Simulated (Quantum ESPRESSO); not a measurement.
# SrO: zone-centre phonons and dielectric response under several settings

```xyz
2
Lattice="0.0000 2.5663 2.5663 2.5663 0.0000 2.5663 2.5663 2.5663 0.0000" Properties=species:S:1:pos:R:3 pbc="T T T"
Sr    2.5663    2.5663    2.5663
O     0.0000    0.0000    0.0000
```

All runs used Quantum ESPRESSO 7.5; potentials GBRV 1.5 LDA; k mesh 6 × 6 × 6, shifted; no spin polarisation; cutoff 612 eV; occupations smeared at first, fixed for the response.

```csv
level,geometry,volume (Å³/atom),pressure (GPa),lowest optical mode without the field (cm⁻¹),highest mode with the field (cm⁻¹),ε∞ (mean),ε0 (mean),Born charge of atom 1 (e)
LDA,relaxed at 0 GPa,16.25,0.0,217,474,3.87,18.4,2.47
LDA,relaxed at 25 GPa,13.78,25.1,312,567,4.04,13.3,2.62
LDA,relaxed at 50 GPa,?,50.1,?,?,?,?,?
LDA,relaxed at 80 GPa,11.47,80.0,399,677,4.43,12.8,2.89
```

What stands in the row left open?

Volume 12.48 Å³/atom; lowest optical mode without the field 363 cm⁻¹; highest mode with the field 626 cm⁻¹; ε∞ 4.21; ε0 12.5; Born charge of atom 1 2.74 e.

Caveats: the volume moved by over 15 % at a fixed basis, so the end points are rough (some runs); the cell is more than 3 GPa from zero pressure, which shifts response properties (some runs).

For the row left open. Caveat: the volume moved by over 15 % at a fixed basis, so the end points are rough; the cell is more than 3 GPa from zero pressure, which shifts response properties.
